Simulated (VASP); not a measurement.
FeO (Wuestite):

```xyz
2
Lattice="0.0000 2.1554 2.1554 2.1554 0.0000 2.1554 2.1554 2.1554 0.0000" Properties=species:S:1:pos:R:3 pbc="T T T"
Fe    0.0000    0.0000    0.0000
O     2.1554    2.1554    2.1554
```

- Program: VASP 6.6.1
- Task: relaxation of cell and atoms
- Functional: TPSS
- Potentials or basis: VASP PAW PBE potentials, release 64 (Fe_pv, O)
- Cutoff: 600 eV
- k mesh: 11 × 11 × 11
- Occupations: fermi-dirac, width 0.02 eV
- Spin: collinear spin, ferromagnetic start
- Starting moments: [3.0, 0.0] μB

At the start: pressure -5.7 GPa; volume 10.01 Å³/atom.

**Question.** Where does the relaxation end?

**Answer.** Over 3 steps the energy falls by 2.5 meV/atom and the volume is 9.72 Å³/atom (-3.0 %); space group Fm-3m (No. 225, to 0.05 Å); moment 4.00 μB per cell.

Step by step:
```tsv
step	energy change (eV)	largest force (eV/Å)	pressure (GPa)	volume (Å³)
1	0.0000	0.0000	-5.66	20.03
2	-0.0035	0.0000	-4.27	19.88
3	-0.0050	0.0000	0.16	19.43
```

Final structure:
```yaml
crystal:
  lattice:
    - [0.00000, 2.13378, 2.13378]
    - [2.13378, 0.00000, 2.13378]
    - [2.13378, 2.13378, 0.00000]
  atoms:
    - { symbol: Fe, position: [0.00000, 0.00000, 0.00000] }
    - { symbol: O, position: [0.50000, 0.50000, 0.50000] }
```

Caveat: the PAW data sets were made with another functional, which shifts forces and pressure a little; a cell with one magnetic atom can't hold antiferromagnetic order, which such compounds often take.
